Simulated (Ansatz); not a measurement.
# Te2Mo (P2_1/m) in Ansatz: a series of runs, part 2 of 2

Ansatz 0.2.0. The steps go on from the part before.

## Step 3: Single point, RPBE+D3(BJ), 24.29 Å³/atom (volume scaled by 0.96)

Contents of input.yaml:

```yaml
crystal:
  lattice:
    - [6.2444489722, 0.0, 0.0]
    - [0.0, 3.4221158743, 0.0]
    - [-0.9339986171, 0.0, 13.6407411037]
  atoms:
    - { symbol: Te, position: [0.9437, 0.75, 0.6045] }
    - { symbol: Te, position: [0.0563, 0.25, 0.3955] }
    - { symbol: Te, position: [0.903, 0.25, 0.8514] }
    - { symbol: Te, position: [0.097, 0.75, 0.1486] }
    - { symbol: Te, position: [0.4112, 0.75, 0.8955] }
    - { symbol: Te, position: [0.5888, 0.25, 0.1045] }
    - { symbol: Te, position: [0.4432, 0.25, 0.6484] }
    - { symbol: Te, position: [0.5568, 0.75, 0.3516] }
    - { symbol: Mo, position: [0.8167, 0.75, 0.9926] }
    - { symbol: Mo, position: [0.1833, 0.25, 0.0074] }
    - { symbol: Mo, position: [0.6819, 0.25, 0.4934] }
    - { symbol: Mo, position: [0.3181, 0.75, 0.5066] }
hamiltonian:
  xc: rpbe
  pseudopotentials: { kind: paw }
  dispersion: d3bj
kpoints:
  mp_grid: { grid: [4, 8, 2] }
scf:
  occupations: { method: fermi_dirac, width: 0.05 }
output:
  forces: true
  stress: true
  eigenvalues: true
  write_density: true
  write_potential: true
  elf: true
  volumetric_format: npy
```

Potentials or basis: Ansatz PAW.

Run with:

```console
> ansatz run input.yaml --threads 2 --pin off --max-ram 5120MiB --backend cpu --events-out ev --progress --plain --runs-dir out
```

Run time: 21 s. Hardware: 2 threads of Intel Xeon 6975P-C (Granite Rapids), shared host; peak memory 1.1 GiB.

The run converged. Its results:

```
Free energy            : -75798.5388 eV
Pressure               : -14.5 GPa
Largest force          : 0.555 eV/Å
Band gap on the k mesh : none (metal or under the smearing width)
```

Caveat: pairwise dispersion overbinds metals, which lowers pressure and volume; the PAW data sets come from PBE, with cores solved anew for the run's functional, which leaves a small shift of forces and pressure.

## Step 4: Single point, RPBE+D3(BJ), 24.80 Å³/atom (volume scaled by 0.98)

input.yaml, as its differences from that of step 3:

```diff
@@ -2,5 +2,5 @@
   lattice:
-    - [6.2444489722, 0.0, 0.0]
-    - [0.0, 3.4221158743, 0.0]
-    - [-0.9339986171, 0.0, 13.6407411037]
+    - [6.2875154984, 0.0, 0.0]
+    - [0.0, 3.4457174193, 0.0]
+    - [-0.9404401904, 0.0, 13.7348181532]
   atoms:
@@ -30,5 +30 @@
   eigenvalues: true
-  write_density: true
-  write_potential: true
-  elf: true
-  volumetric_format: npy
```

Run with:

```console
> ansatz run input.yaml --threads 2 --pin off --max-ram 5120MiB --backend cpu --events-out ev --progress --plain --runs-dir out
```

It took 15 s on 2 threads of Intel Xeon 6975P-C (Granite Rapids), shared host; peak memory 1.1 GiB.

The run converged. Its results:

| Quantity | Value |
| --- | --- |
| Free energy | -75797.9571 eV |
| Pressure | -16.1 GPa |
| Largest force | 0.742 eV/Å |
| Band gap on the k mesh | none (metal or under the smearing width) |

Caveat: pairwise dispersion overbinds metals, which lowers pressure and volume; the PAW data sets come from PBE, with cores solved anew for the run's functional, which leaves a small shift of forces and pressure.

## Step 5: Single point, RPBE+D3(BJ), 25.30 Å³/atom

input.yaml, as its differences from that of step 4:

```diff
@@ -2,5 +2,5 @@
   lattice:
-    - [6.2875154984, 0.0, 0.0]
-    - [0.0, 3.4457174193, 0.0]
-    - [-0.9404401904, 0.0, 13.7348181532]
+    - [6.33, 0.0, 0.0]
+    - [0.0, 3.469, 0.0]
+    - [-0.9467947088, 0.0, 13.8276237937]
   atoms:
```

Run with:

```console
> ansatz run input.yaml --threads 2 --pin off --max-ram 5120MiB --backend cpu --events-out ev --progress --plain --runs-dir out
```

Wall time 15 s (2 threads of Intel Xeon 6975P-C (Granite Rapids), shared host); peak memory 1.1 GiB.

It converged, with:

```yaml
Free_energy: -75797.3187 eV
Pressure: -17.5 GPa
Largest_force: 0.919 eV/Å
Band_gap_on_the_k_mesh: none (metal or under the smearing width)
```

Caveat: pairwise dispersion overbinds metals, which lowers pressure and volume; the PAW data sets come from PBE, with cores solved anew for the run's functional, which leaves a small shift of forces and pressure.

## Step 6: Single point, RPBE+D3(BJ), 25.81 Å³/atom (volume scaled by 1.02)

input.yaml, as its differences from that of step 5:

```diff
@@ -2,5 +2,5 @@
   lattice:
-    - [6.33, 0.0, 0.0]
-    - [0.0, 3.469, 0.0]
-    - [-0.9467947088, 0.0, 13.8276237937]
+    - [6.3719217515, 0.0, 0.0]
+    - [0.0, 3.4919741795, 0.0]
+    - [-0.9530650552, 0.0, 13.91920013]
   atoms:
```

Potentials or basis: Ansatz PAW.

Run with:

```console
> ansatz run input.yaml --threads 2 --pin off --max-ram 5120MiB --backend cpu --events-out ev --progress --plain --runs-dir out
```

Run time: 17 s. Hardware: 2 threads of Intel Xeon 6975P-C (Granite Rapids), shared host; peak memory 1.1 GiB.

The run converged. Its results:

- Free energy: -75796.6307 eV
- Pressure: -18.7 GPa
- Largest force: 1.085 eV/Å
- Band gap on the k mesh: none (metal or under the smearing width)

Caveat: pairwise dispersion overbinds metals, which lowers pressure and volume; the PAW data sets come from PBE, with cores solved anew for the run's functional, which leaves a small shift of forces and pressure; forces of over 1 eV/Å show positions far from the minimum, so gaps and moduli don't describe the material at rest.

## Step 7: Single point, RPBE+D3(BJ), 26.32 Å³/atom (volume scaled by 1.04)

input.yaml, as its differences from that of step 6:

```diff
@@ -2,5 +2,5 @@
   lattice:
-    - [6.3719217515, 0.0, 0.0]
-    - [0.0, 3.4919741795, 0.0]
-    - [-0.9530650552, 0.0, 13.91920013]
+    - [6.4132990262, 0.0, 0.0]
+    - [0.0, 3.5146499719, 0.0]
+    - [-0.9592539627, 0.0, 14.0095870791]
   atoms:
```

Run with:

```console
> ansatz run input.yaml --threads 2 --pin off --max-ram 5120MiB --backend cpu --events-out ev --progress --plain --runs-dir out
```

It took 15 s on 2 threads of Intel Xeon 6975P-C (Granite Rapids), shared host; peak memory 1.2 GiB.

The run converged. Its results:

- Free energy: -75795.8998 eV
- Pressure: -19.8 GPa
- Largest force: 1.303 eV/Å
- Band gap on the k mesh: none (metal or under the smearing width)

Caveat: pairwise dispersion overbinds metals, which lowers pressure and volume; the PAW data sets come from PBE, with cores solved anew for the run's functional, which leaves a small shift of forces and pressure; forces of over 1 eV/Å show positions far from the minimum, so gaps and moduli don't describe the material at rest.

## Step 8: Single point, RPBE+D3(BJ), 26.82 Å³/atom (volume scaled by 1.06)

input.yaml, as its differences from that of step 7:

```diff
@@ -2,5 +2,5 @@
   lattice:
-    - [6.4132990262, 0.0, 0.0]
-    - [0.0, 3.5146499719, 0.0]
-    - [-0.9592539627, 0.0, 14.0095870791]
+    - [6.4541491659, 0.0, 0.0]
+    - [0.0, 3.537036881, 0.0]
+    - [-0.9653640253, 0.0, 14.0988225237]
   atoms:
```

Run with:

```console
> ansatz run input.yaml --threads 2 --pin off --max-ram 5120MiB --backend cpu --events-out ev --progress --plain --runs-dir out
```

Wall time 17 s (2 threads of Intel Xeon 6975P-C (Granite Rapids), shared host); peak memory 1.2 GiB.

It converged, with:

| Item | Value |
| --- | --- |
| Free energy | -75795.1315 eV |
| Pressure | -20.7 GPa |
| Largest force | 1.573 eV/Å |
| Band gap on the k mesh | none (metal or under the smearing width) |

Caveat: the PAW data sets come from PBE, with cores solved anew for the run's functional, which leaves a small shift of forces and pressure; forces of over 1 eV/Å show positions far from the minimum, so gaps and moduli don't describe the material at rest.

## Step 9: Equation of state, RPBE+D3(BJ)

Potentials or basis: Ansatz PAW.

This step only gathers the single runs of the series.

What came out:

```yaml
Equilibrium_volume: "21.41 Å³/atom (rough: see the caveat)"
Bulk_modulus_at_fixed_shape_and_positions: 154 GPa (rough)
```

Energy against volume, from the lowest point:
```
volume (Å³/atom)  energy (meV/atom)
          23.785               0.00
          24.291              43.07
          24.797              91.55
          25.303             144.75
          25.809             202.08
          26.315             262.99
          26.821             327.02
```

Caveat: the potentials were made for another functional, which shifts forces and pressure; the minimum lies outside the volumes run; the cell was scaled at fixed shape and fractional positions, which overstates the stiffness of a crystal with free parameters, most of all of layers and chains.
